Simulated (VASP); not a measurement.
# ZrSe2 (P-3m1) in VASP: a series of runs

Aim: see how the results for ZrSe2 move with the level of theory and the settings. Levels: PBEsol+D3(BJ), r2SCAN+rVV10. Tasks: band structure.

Everything below comes from runs of VASP 6.6.1. Logs are shortened: lines on timing, memory, paths and dates and some standing lists are left out, and cuts for length are marked.

**The experiment to reproduce.**

“Stress-Tuned Optical Transitions in Layered 1T-MX2 (M= Hf, Zr, Sn; X= S, Se) Crystals”, 2022, arxiv:2210.12074 quotes, for a bulk crystal of ZrSe2: band gap 1.2 eV (indirect).

The runs below are set against these values where they give the same quantity.

## 1. Starting point

Symmetry: P-3m1, No. 164, trigonal system. Conventional cell: a = 3.738 Å, b = 3.738 Å, c = 5.728 Å, α = 90.00°, β = 90.00°, γ = 120.00°. Zr (site symmetry -3m) has 6 Se at 2.66 Å as nearest neighbours. Se (site symmetry 3m) is surrounded by 3 Zr at 2.66 Å.

The cell is a database's computed one.

## 2. Band structure, PBEsol+D3(BJ)

INCAR

```
SYSTEM = ZrSe2
PREC = Accurate
ENCUT = 520
EDIFF = 1E-6
ISMEAR = 0
SIGMA = 0.02
LREAL = .FALSE.
LASPH = .TRUE.
NELM = 80
ALGO = Normal
ISIF = 2
LWAVE = .FALSE.
LCHARG = .FALSE.
LMAXMIX = 4
GGA = PS
IVDW = 12
```

KPOINTS

```
regular mesh
0
G
  3 3 2
  0 0 0
```

POSCAR

```
ZrSe2                                   
1.0
    3.7384950545     -0.0000000003     -0.0000000000
   -1.8692475178      3.2376316805      0.0000000000
   -0.0000000000     -0.0000000000      5.7284894740
  Zr              Se            
     1     2
Direct
     0.0000000000000000    0.0000000000000000    0.0000000000000000
     0.6666666699999979    0.3333333300000021    0.7277415011174302
     0.3333333300000021    0.6666666699999979    0.2722584988825699
```

KPOINTS_OPT

```
path GMKGALHA,LM,KH
20
line-mode
reciprocal
 0.0000000000  0.0000000000  0.0000000000  G
 0.5000000000  0.0000000000  0.0000000000  M

 0.5000000000  0.0000000000  0.0000000000  M
 0.3333333333  0.3333333333  0.0000000000  K

 0.3333333333  0.3333333333  0.0000000000  K
 0.0000000000  0.0000000000  0.0000000000  G

 0.0000000000  0.0000000000  0.0000000000  G
 0.0000000000  0.0000000000  0.5000000000  A

 0.0000000000  0.0000000000  0.5000000000  A
 0.5000000000  0.0000000000  0.5000000000  L

 0.5000000000  0.0000000000  0.5000000000  L
 0.3333333333  0.3333333333  0.5000000000  H

 0.3333333333  0.3333333333  0.5000000000  H
 0.0000000000  0.0000000000  0.5000000000  A

 0.5000000000  0.0000000000  0.5000000000  L
 0.5000000000  0.0000000000  0.0000000000  M

 0.3333333333  0.3333333333  0.0000000000  K
 0.3333333333  0.3333333333  0.5000000000  H
```

Potentials or basis: VASP PAW PBE potentials, release 64 (Zr_sv, Se).

Command:

```
> cat potpaw_PBE.64/Zr_sv/POTCAR potpaw_PBE.64/Se/POTCAR > POTCAR
> mpirun -np 1 vasp_std > vasp.out
```

OUTCAR:

```text
SYSTEM = ZrSe2
   PREC = Accurate
   ENCUT = 520
   EDIFF = 1E-6
   ISMEAR = 0
   LREAL = .FALSE.
   LASPH = .TRUE.
   NELM = 80
   ISIF = 2
   GGA = PS
   IVDW = 12
 IVDW          = 12

 ion  position               nearest neighbor table
   1  0.000  0.000  0.000-   2 2.66   3 2.66   3 2.66   2 2.66   2 2.66   3 2.66
   2  0.667  0.333  0.728-   1 2.66   1 2.66   1 2.66
   3  0.333  0.667  0.272-   1 2.66   1 2.66   1 2.66

  LATTYP: Found a hexagonal cell.
 ALAT       =     3.7384950545
 C/A-ratio  =     1.5322982619

  Lattice vectors:

 A1 = (   3.7384950545,  -0.0000000003,   0.0000000000)
 A2 = (  -1.8692475178,   3.2376316805,   0.0000000000)
 A3 = (   0.0000000000,   0.0000000000,   5.7284894740)

Analysis of symmetry for initial positions (statically):
=====================================================================
 Subroutine PRICEL returns:
 Original cell was already a primitive cell.

 Routine SETGRP: Setting up the symmetry group for a
 hexagonal supercell.

 Subroutine GETGRP returns: Found 12 space group operations
 (whereof 12 operations were pure point group operations)
 out of a pool of 24 trial point group operations.

The static configuration has the point symmetry D_3d.

Analysis of symmetry for dynamics (positions and initial velocities):
=====================================================================
 Subroutine PRICEL returns:
 Original cell was already a primitive cell.

 Routine SETGRP: Setting up the symmetry group for a
 hexagonal supercell.

 Subroutine GETGRP returns: Found 12 space group operations
 (whereof 12 operations were pure point group operations)
 out of a pool of 24 trial point group operations.

The dynamic configuration has the point symmetry D_3d.

 Subroutine INISYM returns: Found 12 space group operations
 (whereof 12 operations are pure point group operations),
 and found     1 'primitive' translations

----------------------------------------------------------------------------------------

                                     Primitive cell

  volume of cell :      69.3369

  direct lattice vectors                    reciprocal lattice vectors
     3.738495054 -0.000000000  0.000000000     0.267487314  0.154433872  0.000000000
    -1.869247518  3.237631680  0.000000000     0.000000000  0.308867746  0.000000000
     0.000000000  0.000000000  5.728489474     0.000000000  0.000000000  0.174566088

  length of vectors
     3.738495054  3.738495042  5.728489474     0.308867745  0.308867746  0.174566088

  position of ions in fractional coordinates (direct lattice)
     0.000000000  0.000000000  0.000000000
     0.666666670  0.333333330  0.727741501
     0.333333330  0.666666670  0.272258499

  ion indices of the primitive-cell ions
[... 63 lines left out ...]
   ISIF   =      2    stress and relaxation
   ISYM   =      2    0-nonsym 1-usesym 2-fastsym
   POTIM  = 0.5000    time-step for ionic-motion
   TEBEG  =    0.0;   TEEND  =   0.0 temperature during run
   PSTRESS=    0.0 pullay stress
   NELECT =      24.0000    total number of electrons
   NUPDOWN=      -1.0000    fix difference up-down
   EMIN   =  10.00;   EMAX   =-10.00  energy-range for DOS
   EFERMI =   0.00;   METHOD = LEGACY
   ISMEAR =     0;   SIGMA  =   0.02  broadening in eV -4-tet -1-fermi 0-gaus
   EFERMI_NEDOS =   21; number of points for ismear=-14 and -15
   IALGO  =     38    algorithm
   IMIX   =      4    mixing-type and parameters
     AMIX     =   0.40;   BMIX     =  1.00
     AMIX_MAG =   1.60;   BMIX_MAG =  1.00
  volume/ion in A,a.u.               =      23.11       155.97
  Fermi-wavevector in a.u.,A,eV,Ry     =   1.149451  2.172147 17.976528  1.321238
  Thomas-Fermi vector in A             =   2.286121
   LORBIT       =      0    0 simple, 1 ext, 2 COOP (PROOUT), +10 PAW based schemes
   GGA     = PS    functional components
   LHFCALC =     F    Hartree Fock is set to
   AEXX    =    0.0000 exact exchange contribution
   IVDW    =    12    specifies the selected vdW correction
   LEPSILON=     F    determine dielectric tensor
   LRPA    =     F    only Hartree local field effects (RPA)
 non-spin polarized calculation
 Gauss-broadening in eV      SIGMA  =   0.02
  energy-cutoff  :      520.00
  volume of cell :       69.34
 maximum number of plane-waves:      1869
 NGX is ok and might be reduce to    28
   NGX = 13   NGY = 13   NGZ = 21

 number of electron      23.9999998 magnetization

 Free energy of the ion-electron system (eV)
  ---------------------------------------------------
  ext. energy  EPLUGINS =         0.00000000
  ---------------------------------------------------
  free energy    TOTEN  =       -20.45531374 eV

  energy without entropy =      -20.45291221  energy(sigma->0) =      -20.45411298

 E-fermi :   5.7890     XC(G=0): -10.2228

 val. band max:        5.3766688581   @ k =   0.0000   0.0000   0.0000
 cond. band min:       5.8028326667   @ k =   0.3333   0.0000   0.5000
 fundamental gap:      0.4261638086
 Fermi energy:         5.7889588490

 k-point     1 :       0.0000    0.0000    0.0000
  band No.  band energies     occupation
      1     -43.9433      2.00000
      2     -22.0817      2.00000
      3     -21.9143      2.00000
      4     -21.9143      2.00000
      5      -8.3281      2.00000
      6      -6.5742      2.00000
[... 91 lines left out ...]
      3     -22.0673      2.00000
      4     -22.0213      2.00000
      5      -6.8495      2.00000
      6      -6.8495      2.00000
[... 8 lines left out ...]
     15       7.4133      0.00000
     16      10.6447      0.00000

------------------------ aborting loop because EDIFF is reached ----------------------------------------

 Edisp (eV)   -1.21010

 E8    (eV) :    -0.8167

  FORCE on cell =-STRESS in cart. coord.  units (eV):
  Direction    XX          YY          ZZ          XY          YZ          ZX
  --------------------------------------------------------------------------------------
  -------------------------------------------------------------------------------------
  Total       0.00194     0.00194    -0.01405     0.00000    -0.00000    -0.00000
  in kB       0.04492     0.04492    -0.32468     0.00000    -0.00000    -0.00000
  external pressure =       -0.08 kB  Pullay stress =        0.00 kB

 VOLUME and BASIS-vectors are now :
 -----------------------------------------------------------------------------
  energy-cutoff  :      520.00
  volume of cell :       69.34
      direct lattice vectors                 reciprocal lattice vectors
     3.738495054 -0.000000000  0.000000000     0.267487314  0.154433872  0.000000000
    -1.869247518  3.237631680  0.000000000     0.000000000  0.308867746  0.000000000
     0.000000000  0.000000000  5.728489474     0.000000000  0.000000000  0.174566088

 POSITION                                       TOTAL-FORCE (eV/Angst)
 -----------------------------------------------------------------------------------
      0.00000      0.00000      0.00000        -0.000000     -0.000000      0.000000
      1.86925      1.07921      4.16886         0.000000     -0.000000     -0.005021
     -0.00000      2.15842      1.55963        -0.000000      0.000000      0.005021
 -----------------------------------------------------------------------------------
    total drift:                               -0.000000     -0.000000     -0.000000

  FREE ENERGIE OF THE ION-ELECTRON SYSTEM (eV)
  ---------------------------------------------------
  free  energy   TOTEN  =       -21.6654119126 eV

  energy  without entropy=      -21.6630103821  energy(sigma->0) =      -21.66421115
```

OSZICAR:

```text
N       E                     dE             d eps       ncg     rms          rms(c)
DAV:   1     0.166271606977E+03    0.16627E+03   -0.11889E+04   192   0.138E+03
DAV:   2    -0.124758236129E+02   -0.17875E+03   -0.17724E+03   248   0.311E+02
DAV:   3    -0.218604591184E+02   -0.93846E+01   -0.92415E+01   328   0.638E+01
DAV:   4    -0.220530336222E+02   -0.19257E+00   -0.19251E+00   264   0.787E+00
DAV:   5    -0.220554238489E+02   -0.23902E-02   -0.23902E-02   296   0.755E-01    0.150E+01
DAV:   6    -0.205504282718E+02    0.15050E+01   -0.68034E+00   240   0.141E+01    0.616E+00
DAV:   7    -0.204634946763E+02    0.86934E-01   -0.53299E-01   224   0.431E+00    0.284E+00
DAV:   8    -0.204592701912E+02    0.42245E-02   -0.13990E-01   256   0.225E+00    0.644E-01
DAV:   9    -0.204563903947E+02    0.28798E-02   -0.54425E-02   224   0.147E+00    0.372E-01
DAV:  10    -0.204556658632E+02    0.72453E-03   -0.12772E-02   256   0.607E-01    0.118E-01
[... 234 further cycles ...]
DAV:   7    -0.132454478447E+04   -0.50937E-05      288
DAV:   8    -0.132454478450E+04   -0.35125E-07      160
       N       E                     dE             ncg
DAV:   1    -0.301332351742E+03   -0.55930E+04      192
DAV:   2    -0.128025444835E+04   -0.97892E+03      256
DAV:   3    -0.132323602948E+04   -0.42982E+02      304
DAV:   4    -0.132407587284E+04   -0.83984E+00      232
DAV:   5    -0.132410462600E+04   -0.28753E-01      296
DAV:   6    -0.132410487410E+04   -0.24809E-03      256
DAV:   7    -0.132410487678E+04   -0.26845E-05      296
DAV:   8    -0.132410487682E+04   -0.39357E-07      184
```

stdout:

```text
POSCAR found type information on POSCAR ZrSe
 POSCAR found :  2 types and       3 ions
 scaLAPACK will be used
 -----------------------------------------------------------------------------
|                                                                             |
|                                                                             |
|     You enforced a specific xc type in the INCAR file but a different       |
|     I HOPE YOU KNOW WHAT YOU ARE DOING!                                     |
|                                                                             |
 -----------------------------------------------------------------------------

 LDA part: xc-table for (Slater+PW92), standard interpolation
 POSCAR, INCAR and KPOINTS ok, starting setup
 FFT: planning ... GRIDC
 FFT: planning ... GRID_SOFT
 FFT: planning ... GRID
 WAVECAR not read
 entering main loop
 Start KPOINTS_OPT (optional k-point list driver)
k-point batch [1-6\180]
k-point batch [7-12\180]
k-point batch [13-18\180]
k-point batch [19-24\180]
k-point batch [25-30\180]
k-point batch [31-36\180]
[... 22 lines left out ...]
k-point batch [169-174\180]
k-point batch [175-180\180]
```

It took 43 s on 1 thread of Intel Xeon 6975P-C (Granite Rapids), shared host; peak memory 0.2 GiB.

What came out:

```
Free energy                : -21.6654 eV
Pressure                   : 0.0 GPa
Largest force              : 0.005 eV/Å
Band gap along the path    : none (metal or under the smearing width)
Dispersion energy per atom : -0.403 eV
```

Forces on the atoms (eV/Å):
```
Zr   0.000  0.000  0.000
Se   0.000  0.000 -0.005
Se   0.000  0.000  0.005
```

Levels at the corners of the path, in eV from the Fermi level:
| point | band 8 | band 9 | band 10 | band 11 | band 12 | band 13 | band 14 | band 15 | band 16 |
| --- | --- | --- | --- | --- | --- | --- | --- | --- | --- |
| Γ | -3.28 | -3.28 | -0.41 | -0.41 | 0.03 | 0.57 | 0.57 | 0.99 | 3.61 |
| M | -3.50 | -3.38 | -2.96 | -2.95 | -2.10 | -0.10 | 2.17 | 2.55 | 4.40 |
| M | -3.50 | -3.38 | -2.96 | -2.95 | -2.10 | -0.10 | 2.17 | 2.55 | 4.40 |
| K | -4.39 | -4.39 | -2.92 | -2.92 | -2.05 | 1.24 | 2.28 | 2.28 | 3.66 |
| K | -4.39 | -4.39 | -2.92 | -2.92 | -2.05 | 1.24 | 2.28 | 2.28 | 3.66 |
| Γ | -3.28 | -3.28 | -0.41 | -0.41 | 0.03 | 0.57 | 0.57 | 0.99 | 3.61 |
| Γ | -3.28 | -3.28 | -0.41 | -0.41 | 0.03 | 0.57 | 0.57 | 0.99 | 3.61 |
| A | -3.15 | -3.15 | -3.05 | -0.84 | -0.84 | 0.50 | 0.50 | 1.41 | 4.50 |
| A | -3.15 | -3.15 | -3.05 | -0.84 | -0.84 | 0.50 | 0.50 | 1.41 | 4.50 |
| L | -4.66 | -3.39 | -3.07 | -1.34 | -1.17 | -0.30 | 2.16 | 2.53 | 3.80 |
| L | -4.66 | -3.39 | -3.07 | -1.34 | -1.17 | -0.30 | 2.16 | 2.53 | 3.80 |
| H | -4.62 | -3.79 | -3.38 | -2.43 | -2.43 | 1.35 | 1.62 | 1.62 | 4.86 |
| H | -4.62 | -3.79 | -3.38 | -2.43 | -2.43 | 1.35 | 1.62 | 1.62 | 4.86 |
| A | -3.15 | -3.15 | -3.05 | -0.84 | -0.84 | 0.50 | 0.50 | 1.41 | 4.50 |
| L | -4.66 | -3.39 | -3.07 | -1.34 | -1.17 | -0.30 | 2.16 | 2.53 | 3.80 |
| M | -3.50 | -3.38 | -2.96 | -2.95 | -2.10 | -0.10 | 2.17 | 2.55 | 4.40 |
| K | -4.39 | -4.39 | -2.92 | -2.92 | -2.05 | 1.24 | 2.28 | 2.28 | 3.66 |
| H | -4.62 | -3.79 | -3.38 | -2.43 | -2.43 | 1.35 | 1.62 | 1.62 | 4.86 |

Caveat: the k mesh is coarse (spacing up to 0.65 Å⁻¹), so the values aren't converged; the PAW data sets were made with another functional, which shifts forces and pressure a little; pairwise dispersion overbinds metals, which lowers pressure and volume.

## 3. Band structure, r2SCAN+rVV10

This run uses another cell than the first one, of 25.71 Å³/atom, 1.112 times its volume.

INCAR

```
PREC     = Accurate       # precision mode
ENCUT    = 520            # plane-wave cutoff, eV
EDIFF    = 1E-7           # SCF threshold, eV
ISMEAR   = 0              # smearing method
SIGMA    = 0.02           # smearing width, eV
LREAL    = F              # projectors in reciprocal space
LASPH    = T              # aspherical terms in the spheres
NELM     = 100            # most SCF steps
ALGO     = Normal         # electronic algorithm
ISIF     = 2              # what is computed and relaxed
LWAVE    = F              # write WAVECAR
LCHARG   = F              # write CHGCAR
LMAXMIX  = 4              # l up to which the mixer works
METAGGA  = R2SCAN         # meta-GGA
LMIXTAU  = T            
LUSE_VDW = T            
IVDW_NL  = 2            
BPARAM   = 11.95        
CPARAM   = 0.0093
```

KPOINTS

```
regular mesh
0
Gamma
  7 7 4
```

POSCAR

```
ZrSe2                                   
1.0
    3.7938489397     -0.0000000002     -0.0000000000
   -1.8969244601      3.2855695508     -0.0000000000
   -0.0000000000     -0.0000000000      6.1877585654
  Zr              Se            
     1     2
Direct
     0.0000000000000000    0.0000000000000000    0.0000000000000000
     0.6666666699999979    0.3333333300000021    0.7465888221216253
     0.3333333300000021    0.6666666699999979    0.2534111778783749
```

KPOINTS_OPT is that of step 2.

Potentials or basis: VASP PAW PBE potentials, release 64 (Zr_sv, Se).

Command:

```
> cat potpaw_PBE.64/Zr_sv/POTCAR potpaw_PBE.64/Se/POTCAR > POTCAR
> mpirun -np 1 vasp_std > vasp.out
```

Run time: 9.9 min. Hardware: 1 thread of Intel Xeon Platinum 8375C at 2.90GHz (Ice Lake), shared host; peak memory 0.36 GiB.

Results (log left out):

```yaml
Free_energy: -55.5707 eV
Pressure: 0.0 GPa
Band_gap_on_the_k_mesh: 0.66 eV, indirect (least direct gap 1.33 eV)
Band_gap_along_the_path: 0.60 eV, indirect (least direct gap 1.33 eV)
```

Levels at the corners of the path, in eV from the valence-band top:
```
point  band 8  band 9  band 10  band 11  band 12  band 13  band 14  band 15  band 16
    Γ   -2.79   -2.79    -0.07    -0.07     0.00     1.33     1.33     1.84     4.52
    M   -3.02   -2.74    -2.58    -2.25    -1.43     0.80     2.85     3.24     5.14
    M   -3.02   -2.74    -2.58    -2.25    -1.43     0.80     2.85     3.24     5.14
    K   -3.65   -3.65    -2.39    -2.39    -1.82     2.05     2.90     2.90     4.33
    K   -3.65   -3.65    -2.39    -2.39    -1.82     2.05     2.90     2.90     4.33
    Γ   -2.79   -2.79    -0.07    -0.07     0.00     1.33     1.33     1.84     4.52
    Γ   -2.79   -2.79    -0.07    -0.07     0.00     1.33     1.33     1.84     4.52
    A   -2.74   -2.74    -2.16    -0.25    -0.25     1.30     1.30     2.28     4.94
    A   -2.74   -2.74    -2.16    -0.25    -0.25     1.30     1.30     2.28     4.94
    L   -3.73   -2.77    -2.62    -1.09    -1.02     0.60     2.84     3.22     4.69
    L   -3.73   -2.77    -2.62    -1.09    -1.02     0.60     2.84     3.22     4.69
    H   -3.81   -3.40    -2.48    -2.09    -2.09     2.11     2.49     2.49     5.14
    H   -3.81   -3.40    -2.48    -2.09    -2.09     2.11     2.49     2.49     5.14
    A   -2.74   -2.74    -2.16    -0.25    -0.25     1.30     1.30     2.28     4.94
    L   -3.73   -2.77    -2.62    -1.09    -1.02     0.60     2.84     3.22     4.69
    M   -3.02   -2.74    -2.58    -2.25    -1.43     0.80     2.85     3.24     5.14
    K   -3.65   -3.65    -2.39    -2.39    -1.82     2.05     2.90     2.90     4.33
    H   -3.81   -3.40    -2.48    -2.09    -2.09     2.11     2.49     2.49     5.14
```

Caveat: the PAW data sets were made with another functional, which shifts forces and pressure a little.

## 4. Against experiment

Step 3. Against the measured gap of ZrSe2, 1.2 eV (indirect; quoted in “Stress-Tuned Optical Transitions in Layered 1T-MX2 (M= Hf, Zr, Sn; X= S, Se) Crystals”, 2022, arxiv:2210.12074), the calculated 0.60 eV is off by -0.60 eV. Spin-orbit coupling on Se, Zr is left out. The value is that of r2SCAN+rVV10, without temperature or zero-point motion. The cell is a database's relaxed one, not the measured one, which moves gaps too.
